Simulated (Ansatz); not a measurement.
# Ti: the cost of one run

Method: DFT PBEsol, scalar-relativistic, plane waves, PAW, in Ansatz 0.2.0.

3 further runs of the same task are left out: 1 that didn't finish, 2 set aside as unsound or not needed. Runs told in other sessions of the task aren't counted.

## Step 1: Starting point

Symmetry: P6_3/mmc, No. 194, hexagonal system. The conventional cell has a = 2.900 Å, b = 2.900 Å, c = 4.591 Å, α = 90.00°, β = 90.00°, γ = 120.00°. Around Ti (site symmetry -6m2) lie 12 Ti at 2.84 to 2.90 Å.

Structure file:

```
CELL_PARAMETERS angstrom
2.90044 0.00000 0.00000
-1.45022 2.51185 0.00000
0.00000 0.00000 4.59099
ATOMIC_POSITIONS crystal
Ti 0.33333 0.66667 0.25000
Ti 0.66667 0.33333 0.75000
```

This cell was relaxed beforehand with the same method: volume 16.72 Å³/atom, gap on the mesh none (metal).

## Step 2: Bulk reference on the slab's mesh

The input, input.yaml:

```yaml
crystal:
  lattice:
    - [2.9004352002, 0.0, 0.0]
    - [0.0, 6.8054953042, 0.0]
    - [1.4502176001, 1.8542054563, 1.6944956149]
  atoms:
    - { symbol: Ti, position: [0.0833333333, 0.75, 0.8333333333] }
    - { symbol: Ti, position: [0.9166666667, 0.25, 0.1666666667] }
basis:
  ecutwfc: 420
kpoints:
  mp_grid: { grid: [12, 5, 20] }
hamiltonian:
  xc: pbesol
scf:
  occupations: { method: gaussian, width: 0.1 }
output:
  forces: true
  stress: true
  eigenvalues: true
```

Run with:

```
$ ansatz run input.yaml --threads 2 --pin off --max-ram 5120MiB --backend cpu --events-out ev --progress --plain --runs-dir out
```

Q: Estimate wall time and peak memory on 2 threads of Arm Neoverse V2, shared host.

About 6.7 s, with a peak of 0.54 GiB.
